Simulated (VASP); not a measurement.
# HfB2 (P6/mmm) in VASP: settings compared

Aim: see how the results for HfB2 move with the level of theory and the settings. Levels: PBEsol, PBE. Tasks: relaxation of cell and atoms.

All numbers are computed with VASP 6.6.1; they aren't measurements. Logs are shortened: lines on timing, memory, paths and dates and some standing lists are left out, and cuts for length are marked.

## (1) Starting point

It takes space group P6/mmm (No. 191, hexagonal). Conventional cell: a = 3.140 Å, b = 3.140 Å, c = 3.480 Å, α = 90.00°, β = 90.00°, γ = 120.00°. Hf (site symmetry 6/mmm) is surrounded by 12 B at 2.51 Å. B (site symmetry -6m2) is surrounded by 3 B at 1.81 Å.

## (2) Relaxation of cell and atoms, PBEsol

INCAR

```
PREC = Accurate
ENCUT = 600
EDIFF = 1E-6
ISMEAR = 1
SIGMA = 0.1
LREAL = False
LASPH = True
NELM = 80
ALGO = Normal
ISIF = 3
LWAVE = False
LCHARG = False
GGA = PS
IBRION = 2
NSW = 90
EDIFFG = -0.01
```

KPOINTS

```
regular mesh
0
Gamma
  15 15 11
```

POSCAR

```
HfB2
1.0
    3.1400000000      0.0000000000      0.0000000000
   -1.5700000000      2.7193197679      0.0000000000
    0.0000000000      0.0000000000      3.4800000000
Hf B
1 2
Direct
    0.0000000000      0.0000000000      0.0000000000
    0.3333333333      0.6666666667      0.5000000000
    0.6666666667      0.3333333333      0.5000000000
```

Potentials or basis: VASP PAW PBE potentials, release 64 (Hf_pv, B).

Started as:

```console
> cat potpaw_PBE.64/Hf_pv/POTCAR potpaw_PBE.64/B/POTCAR > POTCAR
> mpirun -np 1 vasp_std > vasp.out
```

OUTCAR:

```text
PREC = Accurate
   ENCUT = 600
   EDIFF = 1E-6
   ISMEAR = 1
   LREAL = False
   LASPH = True
   NELM = 80
   ISIF = 3
   GGA = PS
   IBRION = 2
   NSW = 90
   EDIFFG = -0.01

 ion  position               nearest neighbor table
   1  0.000  0.000  0.000-   2 2.51   3 2.51   2 2.51   3 2.51   3 2.51   3 2.51   2 2.51   2 2.51
                             3 2.51   3 2.51   2 2.51   2 2.51
   2  0.333  0.667  0.500-   3 1.81   3 1.81   3 1.81   1 2.51   1 2.51   1 2.51   1 2.51   1 2.51
                             1 2.51
   3  0.667  0.333  0.500-   2 1.81   2 1.81   2 1.81   1 2.51   1 2.51   1 2.51   1 2.51   1 2.51
                             1 2.51

  LATTYP: Found a hexagonal cell.
 ALAT       =     3.1400000000
 C/A-ratio  =     1.1082802548

  Lattice vectors:

 A1 = (   3.1400000000,   0.0000000000,   0.0000000000)
 A2 = (  -1.5700000000,   2.7193197679,   0.0000000000)
 A3 = (   0.0000000000,   0.0000000000,   3.4800000000)

Analysis of symmetry for initial positions (statically):
=====================================================================
 Subroutine PRICEL returns:
 Original cell was already a primitive cell.

 Routine SETGRP: Setting up the symmetry group for a
 hexagonal supercell.

 Subroutine GETGRP returns: Found 24 space group operations
 (whereof 24 operations were pure point group operations)
 out of a pool of 24 trial point group operations.

The static configuration has the point symmetry D_6h.

Analysis of symmetry for dynamics (positions and initial velocities):
=====================================================================
 Subroutine PRICEL returns:
 Original cell was already a primitive cell.

 Routine SETGRP: Setting up the symmetry group for a
 hexagonal supercell.

 Subroutine GETGRP returns: Found 24 space group operations
 (whereof 24 operations were pure point group operations)
 out of a pool of 24 trial point group operations.

The dynamic configuration has the point symmetry D_6h.

 Subroutine INISYM returns: Found 24 space group operations
 (whereof 24 operations are pure point group operations),
 and found     1 'primitive' translations

----------------------------------------------------------------------------------------

[... 113 lines left out ...]
     AMIX     =   0.40;   BMIX     =  1.00
     AMIX_MAG =   1.60;   BMIX_MAG =  1.00
  volume/ion in A,a.u.               =       9.90        66.84
  Fermi-wavevector in a.u.,A,eV,Ry     =   1.331860  2.516850 24.134693  1.773850
  Thomas-Fermi vector in A             =   2.460838
   LORBIT       =      0    0 simple, 1 ext, 2 COOP (PROOUT), +10 PAW based schemes
   GGA     = PS    functional components
   LHFCALC =     F    Hartree Fock is set to
   AEXX    =    0.0000 exact exchange contribution
   IVDW    =     0    specifies the selected vdW correction
   LEPSILON=     F    determine dielectric tensor
   LRPA    =     F    only Hartree local field effects (RPA)
 conjugate gradient relaxation of ions
 non-spin polarized calculation
 Methfessel and Paxton  Order N= 1 SIGMA  =   0.10
  energy-cutoff  :      600.00
  volume of cell :       29.71
 maximum number of plane-waves:      1016
 NGX is ok and might be reduce to    28
   NGX = 13   NGY = 13   NGZ = 13

--------------------------------------- Ionic step        1  -------------------------------------------

 number of electron      15.9999999 magnetization

 Free energy of the ion-electron system (eV)
  ---------------------------------------------------
  ext. energy  EPLUGINS =         0.00000000
  ---------------------------------------------------
  free energy    TOTEN  =       -27.86031583 eV

  energy without entropy =      -27.86016443  energy(sigma->0) =      -27.86026537

------------------------ aborting loop because EDIFF is reached ----------------------------------------

  FORCE on cell =-STRESS in cart. coord.  units (eV):
  Direction    XX          YY          ZZ          XY          YZ          ZX
  --------------------------------------------------------------------------------------
  -------------------------------------------------------------------------------------
  Total       -0.7488233     -0.7488233     -1.0059028      0.0000000     -0.0000000     -0.0000000
  in kB      -40.3757653    -40.3757653    -54.2372200      0.0000000     -0.0000000     -0.0000000
  external PRESSURE =     -44.9962502 kB  Pullay stress =       0.0000000 kB
[... 135 lines left out ...]
--------------------------------------- Ionic step        5  -------------------------------------------

 number of electron      16.0000001 magnetization

 Free energy of the ion-electron system (eV)
  ---------------------------------------------------
  ext. energy  EPLUGINS =         0.00000000
  ---------------------------------------------------
  free energy    TOTEN  =       -27.86829931 eV

  energy without entropy =      -27.86822355  energy(sigma->0) =      -27.86827406

 E-fermi :   7.7131     XC(G=0): -12.7676

 val. band max:        7.7020806455   @ k =   0.4000   0.1333   0.0000
 cond. band min:       7.7952520193   @ k =   0.0667   0.0000   0.2727
 fundamental gap:      0.0931713738
 Fermi energy:         7.7131241266

 k-point     1 :       0.0000    0.0000    0.0000
  band No.  band energies     occupation
      1     -22.8170      2.00000
      2     -22.2922      2.00000
      3     -22.2922      2.00000
      4      -6.1296      2.00000
      5       4.6326      2.00000
      6       4.7307      2.00000
      7       4.7307      2.00000
      8       4.9992      2.00000
      9      11.7753      0.00000
     10      11.7753      0.00000
     11      12.5063      0.00000
     12      12.5063      0.00000
[... 331 lines left out ...]
 k-point    24 :       0.4000    0.2000    0.0000
  band No.  band energies     occupation
      1     -23.0053      2.00000
      2     -22.6637      2.00000
      3     -22.6612      2.00000
      4      -1.4652      2.00000
      5      -1.0530      2.00000
      6       1.5704      2.00000
      7       4.0954      2.00000
      8       6.6391      2.00000
      9       7.4355      2.00062
     10      10.7233      0.00000
     11      12.3731      0.00000
     12      14.7248      0.00000

 [... further k-points ...]

------------------------ aborting loop because EDIFF is reached ----------------------------------------

  FORCE on cell =-STRESS in cart. coord.  units (eV):
  Direction    XX          YY          ZZ          XY          YZ          ZX
  --------------------------------------------------------------------------------------
  -------------------------------------------------------------------------------------
  Total        0.0160919      0.0160919      0.0178907      0.0000000     -0.0000000      0.0000000
  in kB        0.8836295      0.8836295      0.9824029      0.0000000     -0.0000000      0.0000000
  external PRESSURE =       0.9165540 kB  Pullay stress =       0.0000000 kB
[... 18 lines left out ...]
  FREE ENERGIE OF THE ION-ELECTRON SYSTEM (eV)
  ---------------------------------------------------
  free  energy   TOTEN  =       -27.8682993123 eV

  energy  without entropy=      -27.8682235457  energy(sigma->0) =      -27.86827406

 reached required accuracy - stopping structural energy minimisation
```

Run time: 2 min. Hardware: 1 thread of Intel Xeon Platinum 8488C (Sapphire Rapids), shared host; peak memory 0.23 GiB.

Results:

| Property | Result |
| --- | --- |
| Free energy | -27.8683 eV |
| Relaxed volume | 9.73 Å³/atom |
| Relaxed cell | a = 3.127 Å, b = 3.127 Å, c = 3.447 Å, α = 90.00°, β = 90.00°, γ = 120.00° |
| Space group after relaxing (to 0.05 Å) | P6/mmm (No. 191) |
| Energy gained by relaxing | 2.7 meV/atom |
| Ionic steps | 5 |
| Pressure after relaxing | 0.1 GPa |
| Band gap on the k mesh | none (metal or under the smearing width) |

The path:
```tsv
step	energy change (eV)	largest force (eV/Å)	pressure (GPa)	volume (Å³)
1	0.0000	0.0000	-4.50	29.71
2	0.0047	0.0000	6.33	28.53
3	-0.0077	0.0000	0.05	29.19
4	-0.0077	0.0000	0.16	29.18
5	-0.0080	0.0000	0.09	29.18
```

Final structure:
```xyz
3
Lattice="3.1265 0.0000 0.0000 -1.5633 2.7076 0.0000 0.0000 0.0000 3.4467" Properties=species:S:1:pos:R:3 pbc="T T T"
Hf   -1.5633    2.7076    0.0000
B     0.0000    1.8051    1.7233
B     1.5633    0.9025    1.7233
```

Caveat: the PAW data sets were made with another functional, which shifts forces and pressure a little. Spin-orbit coupling is left out, which matters for the levels of Hf.

## (3) Relaxation of cell and atoms, PBEsol

This run uses another cell than the first one, of 9.73 Å³/atom, 0.982 times its volume.

INCAR: that of step 2 with these lines changed.

```diff
@@ -2,3 +2,3 @@
 ENCUT = 600
-EDIFF = 1E-6
+EDIFF = 1E-7
 ISMEAR = 1
@@ -15,2 +15,2 @@
 NSW = 90
-EDIFFG = -0.01
+EDIFFG = -0.005
```

KPOINTS is that of step 2.

POSCAR

```
HfB2                                    
1.0
    3.1265063443     -0.0000000000     -0.0000000000
   -1.5632531721      2.7076339193      0.0000000000
   -0.0000000000      0.0000000000      3.4466684840
  Hf              B             
     1     2
Direct
     0.0000000000000000    1.0000000000000000    0.0000000000000000
     0.3333333332999970    0.6666666667000030    0.5000000000000000
     0.6666666667000030    0.3333333332999970    0.5000000000000000
```

Potentials or basis: VASP PAW PBE potentials, release 64 (Hf_pv, B).

Started as:

```console
> cat potpaw_PBE.64/Hf_pv/POTCAR potpaw_PBE.64/B/POTCAR > POTCAR
> mpirun -np 1 vasp_std > vasp.out
```

It took 78 s on 1 thread of Intel Xeon Platinum 8488C (Sapphire Rapids), shared host; peak memory 0.23 GiB.

The run converged. Its results:

```
Free energy                            : -27.8681 eV
Relaxed volume                         : 9.73 Å³/atom
Relaxed cell                           : a = 3.127 Å, b = 3.127 Å, c = 3.447 Å, α = 90.00°, β = 90.00°, γ = 120.00°
Space group after relaxing (to 0.05 Å) : P6/mmm (No. 191)
Energy gained by relaxing              : 0.0 meV/atom
Ionic steps                            : 3
Pressure after relaxing                : 0.0 GPa
Band gap on the k mesh                 : none (metal or under the smearing width)
```

Final structure:
```xyz
3
Lattice="3.1268 0.0000 0.0000 -1.5634 2.7079 0.0000 0.0000 0.0000 3.4471" Properties=species:S:1:pos:R:3 pbc="T T T"
Hf    0.0000    0.0000    0.0000
B     0.0000    1.8053    1.7235
B     1.5634    0.9026    1.7235
```

Levels at points of the mesh, in eV from the Fermi level:
```csv
k point,band 6,band 7,band 8,band 9,band 10,band 11
"(0.00, 0.00, 0.00)",-2.98,-2.98,-2.71,4.06,4.06,4.79
```

Caveat: the PAW data sets were made with another functional, which shifts forces and pressure a little.

## (4) Relaxation of cell and atoms, PBE

INCAR

```
SYSTEM = HfB2
PREC = Accurate
ENCUT = 300
EDIFF = 1E-6
ISMEAR = 1
SIGMA = 0.1
LREAL = .FALSE.
LASPH = .TRUE.
NELM = 80
ALGO = Normal
ISIF = 3
LWAVE = .FALSE.
LCHARG = .FALSE.
GGA = PE
IBRION = 2
NSW = 90
EDIFFG = -0.01
```

KPOINTS

```
Automatic mesh
0
G
  8 8 6
  0 0 0
```

POSCAR

```
HfB2
1.0
    3.1400000000      0.0000000000      0.0000000000
   -1.5700000000      2.7193197679      0.0000000000
    0.0000000000      0.0000000000      3.4800000000
Hf B
1 2
Direct
    0.0000000000      0.0000000000      0.0000000000
    0.3333333333      0.6666666667      0.5000000000
    0.6666666667      0.3333333333      0.5000000000
```

Potentials or basis: VASP PAW PBE potentials, release 64 (Hf_pv, B_s).

Started as:

```console
> cat potpaw_PBE.64/Hf_pv/POTCAR potpaw_PBE.64/B_s/POTCAR > POTCAR
> mpirun -np 1 vasp_std > vasp.out
```

It took 6.7 s on 1 thread of AMD EPYC 9R45 (Zen 5), shared host; peak memory 0.09 GiB.

The run converged, but some of its settings lie outside the range that counts as converged, so its numbers aren't taken as properties of the crystal.

Results:

| Item | Value |
| --- | --- |
| Free energy | -26.3681 eV |
| Relaxed volume | 9.93 Å³/atom |
| Relaxed cell | a = 3.142 Å, b = 3.142 Å, c = 3.483 Å, α = 90.00°, β = 90.00°, γ = 120.00° |
| Space group after relaxing (to 0.05 Å) | P6/mmm (No. 191) |
| Energy gained by relaxing | 0.0 meV/atom |
| Ionic steps | 3 |
| Band gap on the k mesh | none (metal or under the smearing width) |

Caveat: the cutoff is under 1.25 times the usual one of these potentials, so pressure, stress and relaxed cells hold a basis-set (Pulay) error.

(Continued in part 2 of 2.)
